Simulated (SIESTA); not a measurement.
Hg in SIESTA: the effect of pseudo set

Hg, a slab with vacuum:

```
Hg
1.0
     3.60580    0.00000    0.00000
     1.79952    3.12466    0.00000
     0.00000    0.00000   26.28372
Hg
5
Direct
  0.33434 0.33434 0.28535
  0.66925 0.66925 0.39339
  0.33378 0.33378 0.49858
  0.66869 0.66869 0.60661
  0.00360 0.00360 0.71465
```

The slab is cut from a database's or a generator's crystal, which needn't be the stable form of the element.

Alike in all runs:

| Quantity | Value |
| --- | --- |
| Program | SIESTA 5.4.2 |
| Task | single point |
| Functional | PBE |
| Basis | DZP (energy shift 0.003 Ry; two zetas on semicore shells) |
| Grid cutoff | 800 Ry |
| Energy shift | 0.003 Ry |
| k mesh | 9 × 9 × 1 |
| Occupations | fermi-dirac, width 0.05 eV |
| Spin | no spin polarisation |

Task: One run gave: gap on the mesh 1.01 eV; largest force 0.26 eV/Å. Which pseudo set did it use?
A. PseudoDojo 0.5 standard
B. SPMS 1.0
C. Ansatz NC
D. PseudoDojo 0.4 standard
E. PseudoDojo 0.4 stringent

Result: E.

```csv
pseudo set,gap on the mesh (eV),largest force (eV/Å)
PseudoDojo 0.4 standard,0.92,0.19
PseudoDojo 0.4 stringent,1.01,0.26
PseudoDojo 0.5 standard,0.92,0.19
SG15 1.2,1.74,1.26
SPMS 1.0,1.57,0.87
Ansatz NC,0.93,0.19
```

Caveats: spin-orbit coupling is left out, which moves the levels of the heavy elements; the basis of atomic orbitals isn't converged, which shifts pressures, moduli and gaps; the valence orbitals were made in a potential fitted to the semicore shell under them, which widens gaps by tenths of an eV or more (some runs).

A k mesh can miss the band edges.
